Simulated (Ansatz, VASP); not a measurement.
**One calculation of Ag, two programs**

```
CELL_PARAMETERS angstrom
1.95171 3.38045 0.00000
-1.95171 3.38045 0.00000
0.00000 -2.25364 3.38956
ATOMIC_POSITIONS crystal
Ag 0.23400 0.23400 0.70200
Ag 0.76600 0.76600 0.29800
```

The cell was built by a generator and needn't be a form met in nature.

Alike in both runs: task single point; functional PBEsol; k mesh 6 × 6 × 6; occupations gaussian, width 0.0318 eV; no spin polarisation.

|  | VASP | Ansatz |
| --- | --- | --- |
| version | VASP 6.6.1 | Ansatz 0.2.0 |
| potentials or method | VASP PAW PBE potentials, release 64 (Ag) | PAW plane waves |
| plane-wave cutoff (eV) | 520 | 500 |
| valence electrons in the cell | 22 | 38 |

|  | VASP | Ansatz | Ansatz less VASP |
| --- | --- | --- | --- |
| gap on the k mesh at the Fermi level (eV) | none | none | - |
| pressure (GPa) | -5.5 | -5.4 | +0.09 |
| largest component of the traceless stress (GPa) | 1.14 | 1.13 | -0.013 |
| rms of the force components (eV/Å) | 0.654 | 0.660 | +0.0062 |

Atom by atom the forces differ by 0.006 eV/Å (rms over components). A gap of «none» marks a metal or a gap that the smearing closes. The two sets of potentials don't hold the same shells in valence.

Caveats: the PAW data sets were made with another functional, which shifts forces and pressure a little (VASP).
